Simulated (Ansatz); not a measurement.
I, one cell by several methods

```
I
1.0
     0.00000    2.60059    2.60059
     2.60059    0.00000    2.60059
     2.60059    2.60059    0.00000
I
1
Direct
  0.00000 0.00000 0.00000
```

Conventional cell: a = 5.201 Å, b = 5.201 Å, c = 5.201 Å, α = 90.00°, β = 90.00°, γ = 90.00°. Around I (atom 1) lie 12 I at 3.68 Å.

The structure comes from a relaxation in the same program, started in the fcc type, and has space group Fm-3m. Whether it is a known phase or the ground state wasn't checked.

No spin–orbit coupling, which matters for the heavy atoms here.

Levels of theory: DFT, PBE, PAW with Ansatz's default frozen-core files, scalar-relativistic (Ansatz 0.2.0); DFT, PBE, all-electron PAW with datasets made for the crystal, scalar-relativistic (Ansatz 0.2.0); DFT, PBE, all-electron LAPW, scalar-relativistic (Ansatz 0.2.0).

For PAW: a Γ-centred 14×14×14 k mesh, Fermi–Dirac smearing of 0.08 eV, cutoff 420 eV, no spin polarisation. The crystal-made all-electron datasets (AE datasets) take a cutoff of 160 eV at this cell. LAPW targets a basis error of 1 meV/atom. The Ansatz runs share mesh, smearing and spin set-up. Plane-wave (PAW) pressures include the program's estimate of the Pulay term.

Stress and pressure are positive in compression.

Levels count from the Fermi level.

```csv
quantity,PAW,AE datasets,LAPW
pressure (GPa),0.02,0.02,0.03
highest filled level at L (eV),-4.506,-4.506,-4.506
lowest empty level at L (eV),0.269,0.269,0.269
highest filled level at W (eV),-1.680,-1.680,-1.680
lowest empty level at W (eV),7.500,7.500,7.500
highest filled level at K (eV),-0.720,-0.720,-0.720
lowest empty level at K (eV),5.741,5.741,5.741
```

PAW's pressure differs from the LAPW value by about 0.01 GPa or less. Datasets made for the crystal and LAPW share parts of one code, so their agreement isn't an independent check.
